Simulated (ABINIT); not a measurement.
A run of ABINIT 10.8.3 (patched build):

File run.abi:

```
# Datasets: ground state, then fixed potential
ndtset 2

# Pseudopotentials
pp_dirpath "./"
pseudos "Mg.LDA_PW-JTH.xml, O.LDA_PW-JTH.xml"

# Structure
acell 3*1.0 Angstrom
rprim
     0.0000000000     2.0970013927     2.0970013927
     2.0970013927     0.0000000000     2.0970013927
     2.0970013927     2.0970013927     0.0000000000
ntypat 2
znucl 12 8
natom 2
typat 1 2
xred
     0.0000000000     0.0000000000     0.0000000000
     0.5000000000     0.5000000000     0.5000000000

# Plane-wave basis
ecut 28.0
pawecutdg 50.0

# Exchange and correlation
ixc -208012
usekden 1
pawxcdev 0

# Bands and occupations
occopt 3
tsmear 0.00183747

# SCF cycle
nstep 100
diemix 0.3
optforces 0
optstress 0

# Output
iomode 3
prtwf 0
prteig 0
prtebands 0
enunit 1
prtden1 1
prtkden1 1

# Dataset 1
kptopt1 1
ngkpt1 11 11 11
nshiftk1 1
shiftk1 0.0 0.0 0.0
nband1 12
tolvrs1 1.0e-7

# Dataset 2: bands along G-X-W-K-G-L-U-W-L-K
iscf2 -2
getden2 1
getkden2 1
nband2 18
nbdbuf2 4
tolwfr2 1.0e-11
kptopt2 -9
ndivsm2 6
prteig2 1
kptbounds2
     0.0000000000     0.0000000000     0.0000000000
     0.5000000000     0.0000000000     0.5000000000
     0.5000000000     0.2500000000     0.7500000000
     0.3750000000     0.3750000000     0.7500000000
     0.0000000000     0.0000000000     0.0000000000
     0.5000000000     0.5000000000     0.5000000000
     0.6250000000     0.2500000000     0.6250000000
     0.5000000000     0.2500000000     0.7500000000
     0.5000000000     0.5000000000     0.5000000000
     0.3750000000     0.3750000000     0.7500000000
```

Potentials or basis: JTH PAW LDA v2.0.

The run is started by

```sh
$ abinit run.abi > log 2>&1
```

Hardware: 1 thread of Arm Neoverse V2, on a shared host.

Question: Estimate the wall time of this run.

Answer: It took 4.4 min on 1 thread of Arm Neoverse V2, on a shared host, peak memory 0.13 GiB. Counts: scf iterations 32, mpi ranks 1, k points 56, bands 12, plane waves 903.
